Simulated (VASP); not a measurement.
Set up this calculation in VASP 6.6.1, as the native input.

```
Task                   : relaxation of cell and atoms
Functional             : PBE
Dispersion             : D3(BJ)
Potentials or basis    : VASP PAW PBE potentials, release 64 (Sb)
Cutoff                 : 600 eV
k mesh                 : 14 × 14 × 14
Occupations            : gaussian, width 0.1 eV
Spin                   : no spin polarisation
Further INCAR settings : ALGO = Normal; EDIFF = 1e-07; IBRION = 2; EDIFFG = -0.005; NSW = 90; ISIF = 3
```

The structure of Sb lies in POSCAR:

```
Sb
1.0
    3.0833436100      0.0000000000      0.0000000000
    0.0000000000      3.0833436100      0.0000000000
    0.0000000000      0.0000000000      3.0833436100
Sb
1
Direct
    0.0000000000      0.0000000000      0.0000000000
```

This isn't the form of Sb at room conditions, which is rhombohedral.

One way to write it, as run:

INCAR

```
ALGO = Normal ; EDIFF = 1E-7
EDIFFG = -0.005 ; ENCUT = 600
GGA = PE ; IBRION = 2
ISIF = 3 ; ISMEAR = 0
IVDW = 12 ; LASPH = T
LCHARG = F ; LREAL = F
LWAVE = F ; NELM = 60
NSW = 90 ; PREC = Accurate
SIGMA = 0.1
```

KPOINTS

```
k-points
0
Gamma
  14 14 14
```

Potentials or basis: VASP PAW PBE potentials, release 64 (Sb).

The run is started by

```sh
$ cat potpaw_PBE.64/Sb/POTCAR > POTCAR
$ mpirun -np 1 vasp_std > vasp.out
```

Results of the run:

```
Relaxed volume                         : 28.68 Å³/atom
Relaxed cell                           : a = 3.061 Å, b = 3.061 Å, c = 3.061 Å, α = 90.00°, β = 90.00°, γ = 90.00°
Space group after relaxing (to 0.05 Å) : Pm-3m (No. 221)
Energy gained by relaxing              : 2.5 meV/atom
Ionic steps                            : 3
Pressure after relaxing                : 0.0 GPa
Band gap on the k mesh                 : none (metal or under the smearing width)
Dispersion energy per atom             : -0.498 eV
```

Caveat: pairwise dispersion overbinds metals, which lowers pressure and volume.

Wall time 30 s on 1 thread of Intel(R) Xeon(R) Platinum 8488C (Sapphire Rapids), with other jobs on the host, peak memory 0.19 GiB.
